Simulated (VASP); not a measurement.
Input of a VASP 6.6.1 run:

Contents of INCAR:

```
SYSTEM = I
PREC = Accurate
ENCUT = 520
EDIFF = 1E-6
ISMEAR = 0
SIGMA = 0.1
LREAL = .FALSE.
LASPH = .TRUE.
NELM = 100
ALGO = Fast
ISIF = 2
LWAVE = .FALSE.
LCHARG = .FALSE.
MAGMOM = 0 0 0
LORBIT = 11
LSORBIT = .TRUE.
GGA_COMPAT = .FALSE.
GGA = BO
LUSE_VDW = .TRUE.
AGGAC = 0.0
PARAM1 = 0.1833333333
PARAM2 = 0.22
LOPTICS = .TRUE.
NBANDS = 55
NEDOS = 1000
CSHIFT = 0.1
```

File KPOINTS:

```
regular mesh
0
Monkhorst
  7 7 7
  0 0 0
```

File POSCAR:

```
I
1.0
    0.0000000000      2.3656004428      3.9098401324
    2.1922454667      0.0000000000      3.9098401324
    2.1922454667      2.3656004428      0.0000000000
I
1
Cartesian
    0.0000000000      0.0000000000      0.0000000000
```

Potentials or basis: VASP PAW PBE potentials, release 64 (I).

Command:

```console
$ cat potpaw_PBE.64/I/POTCAR > POTCAR
$ mpirun -np 1 vasp_ncl > vasp.out
```

Estimate the pressure.

0.7 GPa.

Stress tensor (GPa, compression positive):
```
 1.58  0.00  0.00
 0.00  1.45  0.00
 0.00  0.00 -0.82
```

Caveat: the PAW data sets were made with another functional, which shifts forces and pressure a little.
